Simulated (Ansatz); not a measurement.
Set up this calculation in Ansatz 0.2.0, as the native input.

| Quantity | Value |
| --- | --- |
| Task | relaxation of cell and atoms |
| Functional | PBEsol |
| Potentials or basis | Ansatz PAW |
| Cutoff | 420 eV (not typed: the program's choice for these potentials) |
| k mesh | 11 × 11 × 6 |
| Occupations | fermi-dirac, width 0.05 eV |
| Spin | no spin polarisation |
| Target pressure | 30 GPa |
| Target pressure (GPa) | 30 |

Crystal: Au.

```
Au
1.0
     2.90000    0.00000    0.00000
    -1.45000    2.51147    0.00000
     0.00000    0.00000    4.88000
Au
2
Direct
  0.66667 0.33333 0.25000
  0.33333 0.66667 0.75000
```

This isn't the form of Au at room conditions, which is fcc.

One way to write it, as run:

input.yaml

```yaml
crystal:
  lattice:
    - [2.9, 0.0, 0.0]
    - [-1.45, 2.511473671, 0.0]
    - [0.0, 0.0, 4.88]
  atoms:
    - { symbol: Au, position: [0.6666666667, 0.3333333333, 0.25] }
    - { symbol: Au, position: [0.3333333333, 0.6666666667, 0.75] }
hamiltonian:
  xc: pbesol
  pseudopotentials: { kind: paw }
kpoints:
  mp_grid: { grid: [11, 11, 6] }
scf:
  occupations: { method: fermi_dirac, width: 0.05 }
output:
  forces: true
  stress: true
  eigenvalues: true
  write_density: true
  write_potential: true
  elf: true
  volumetric_format: npy
relax:
  f_tol: 0.01
  max_steps: 40
  cell: { stress_tol: 0.05, p_target: 30.0 }
```

Potentials or basis: Ansatz PAW.

The run is started by

```sh
$ ansatz run input.yaml --threads 2 --pin off --max-ram 5632MiB --backend cpu --events-out ev --progress --plain --runs-dir out
```

It gave:

```
Relaxed volume                                         : 15.06 Å³/atom
Relaxed cell                                           : a = 2.759 Å, b = 2.759 Å, c = 4.571 Å, α = 90.00°, β = 90.00°, γ = 120.00°
Space group after relaxing (to 0.05 Å)                 : P6_3/mmc (No. 194)
Energy change on relaxing (the enthalpy is what falls) : +143.6 meV/atom
Ionic steps                                            : 6
Pressure after relaxing                                : 30.0 GPa
Band gap on the k mesh                                 : none (metal or under the smearing width)
```

Caveat: the volume moved by over 15 % at a fixed basis, so the end points are rough; the plane-wave basis is chosen anew once the cell has moved, so the energies of steps on either side of that aren't comparable; the PAW data sets come from PBE, with cores solved anew for the run's functional, which leaves a small shift of forces and pressure.

Wall time 8.6 s on 2 threads of Arm Neoverse V2, on a shared host, peak memory 0.33 GiB.
